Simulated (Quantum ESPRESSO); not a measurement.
A run of Quantum ESPRESSO 7.5:

The input pw.in:

```
&CONTROL
  calculation = 'scf'
  prefix = 'pwscf'
  outdir = './tmp'
  pseudo_dir = './pseudo'
  tprnfor = .true.
  tstress = .true.
  disk_io = 'low'
/
&SYSTEM
  ibrav = 0
  nat = 2
  ntyp = 2
  ecutwfc = 54
  ecutrho = 324
  nbnd = 15
  input_dft = 'wc'
  occupations = 'smearing'
  smearing = 'fd'
  degauss = 0.00367493
/
&ELECTRONS
  conv_thr = 4d-10
  electron_maxstep = 120
  mixing_beta = 0.5
/
ATOMIC_SPECIES
Se    78.9710 Se.GGA_PBE-JTH.UPF
Zn    65.3800 Zn.GGA_PBE-JTH.UPF
CELL_PARAMETERS angstrom
   0.0000000000    2.8338000000    2.8338000000
   2.8338000000    0.0000000000    2.8338000000
   2.8338000000    2.8338000000    0.0000000000
ATOMIC_POSITIONS angstrom
Se     4.2507000000    4.2507000000    4.2507000000
Zn     0.0000000000    0.0000000000    0.0000000000
K_POINTS automatic
6 6 6 0 0 0
```

File scf2.in:

```
&CONTROL
  calculation = 'scf'
  prefix = 'pwscf'
  outdir = './tmp'
  pseudo_dir = './pseudo'
  tprnfor = .true.
  tstress = .true.
  disk_io = 'low'
/
&SYSTEM
  ibrav = 0
  nat = 2
  ntyp = 2
  ecutwfc = 54
  ecutrho = 324
  nbnd = 15
  input_dft = 'wc'
  occupations = 'fixed'
/
&ELECTRONS
  conv_thr = 1d-11
  electron_maxstep = 120
  mixing_beta = 0.5
  startingpot = 'file'
  startingwfc = 'file'
/
ATOMIC_SPECIES
Se    78.9710 Se.GGA_PBE-JTH.UPF
Zn    65.3800 Zn.GGA_PBE-JTH.UPF
CELL_PARAMETERS angstrom
   0.0000000000    2.8338000000    2.8338000000
   2.8338000000    0.0000000000    2.8338000000
   2.8338000000    2.8338000000    0.0000000000
ATOMIC_POSITIONS angstrom
Se     4.2507000000    4.2507000000    4.2507000000
Zn     0.0000000000    0.0000000000    0.0000000000
K_POINTS automatic
6 6 6 0 0 0
```

The input berry1.in:

```
&CONTROL
  calculation = 'nscf'
  prefix = 'pwscf'
  outdir = './tmp'
  pseudo_dir = './pseudo'
  disk_io = 'low'
  lberry = .true.
  gdir = 1
  nppstr = 12
/
&SYSTEM
  ibrav = 0
  nat = 2
  ntyp = 2
  ecutwfc = 54
  ecutrho = 324
  input_dft = 'wc'
  occupations = 'fixed'
  nosym = .true.
/
&ELECTRONS
  conv_thr = 1d-09
  electron_maxstep = 120
  mixing_beta = 0.5
  diago_david_ndim = 4
  startingwfc = 'random'
/
ATOMIC_SPECIES
Se    78.9710 Se.GGA_PBE-JTH.UPF
Zn    65.3800 Zn.GGA_PBE-JTH.UPF
CELL_PARAMETERS angstrom
   0.0000000000    2.8338000000    2.8338000000
   2.8338000000    0.0000000000    2.8338000000
   2.8338000000    2.8338000000    0.0000000000
ATOMIC_POSITIONS angstrom
Se     4.2507000000    4.2507000000    4.2507000000
Zn     0.0000000000    0.0000000000    0.0000000000
K_POINTS automatic
12 6 6 0 0 0
```

berry2.in

```
&CONTROL
  calculation = 'nscf'
  prefix = 'pwscf'
  outdir = './tmp'
  pseudo_dir = './pseudo'
  disk_io = 'low'
  lberry = .true.
  gdir = 2
  nppstr = 12
/
&SYSTEM
  ibrav = 0
  nat = 2
  ntyp = 2
  ecutwfc = 54
  ecutrho = 324
  input_dft = 'wc'
  occupations = 'fixed'
  nosym = .true.
/
&ELECTRONS
  conv_thr = 1d-09
  electron_maxstep = 120
  mixing_beta = 0.5
  diago_david_ndim = 4
  startingwfc = 'random'
/
ATOMIC_SPECIES
Se    78.9710 Se.GGA_PBE-JTH.UPF
Zn    65.3800 Zn.GGA_PBE-JTH.UPF
CELL_PARAMETERS angstrom
   0.0000000000    2.8338000000    2.8338000000
   2.8338000000    0.0000000000    2.8338000000
   2.8338000000    2.8338000000    0.0000000000
ATOMIC_POSITIONS angstrom
Se     4.2507000000    4.2507000000    4.2507000000
Zn     0.0000000000    0.0000000000    0.0000000000
K_POINTS automatic
6 12 6 0 0 0
```

The input berry3.in:

```
&CONTROL
  calculation = 'nscf'
  prefix = 'pwscf'
  outdir = './tmp'
  pseudo_dir = './pseudo'
  disk_io = 'low'
  lberry = .true.
  gdir = 3
  nppstr = 12
/
&SYSTEM
  ibrav = 0
  nat = 2
  ntyp = 2
  ecutwfc = 54
  ecutrho = 324
  input_dft = 'wc'
  occupations = 'fixed'
  nosym = .true.
/
&ELECTRONS
  conv_thr = 1d-09
  electron_maxstep = 120
  mixing_beta = 0.5
  diago_david_ndim = 4
  startingwfc = 'random'
/
ATOMIC_SPECIES
Se    78.9710 Se.GGA_PBE-JTH.UPF
Zn    65.3800 Zn.GGA_PBE-JTH.UPF
CELL_PARAMETERS angstrom
   0.0000000000    2.8338000000    2.8338000000
   2.8338000000    0.0000000000    2.8338000000
   2.8338000000    2.8338000000    0.0000000000
ATOMIC_POSITIONS angstrom
Se     4.2507000000    4.2507000000    4.2507000000
Zn     0.0000000000    0.0000000000    0.0000000000
K_POINTS automatic
6 6 12 0 0 0
```

Potentials or basis: JTH 2.0 PBE.

Launch:

```console
$ OMP_NUM_THREADS=1 pw.x -in pw.in > pw.out
$ OMP_NUM_THREADS=1 pw.x -in scf2.in > scf2.out
$ OMP_NUM_THREADS=1 pw.x -in berry1.in > berry1.out
$ OMP_NUM_THREADS=1 pw.x -in berry2.in > berry2.out
$ OMP_NUM_THREADS=1 pw.x -in berry3.in > berry3.out
```

Hardware: 1 thread of Intel(R) Xeon(R) Platinum 8488C (Sapphire Rapids), on a shared host.

Question: Estimate the wall time of this run.

Answer: Wall time 110 s on 1 thread of Intel(R) Xeon(R) Platinum 8488C (Sapphire Rapids) (shared host), peak memory 0.16 GiB. Counts: scf iterations 14, k pools 1, bands 15, k points 16, g dense 30395.
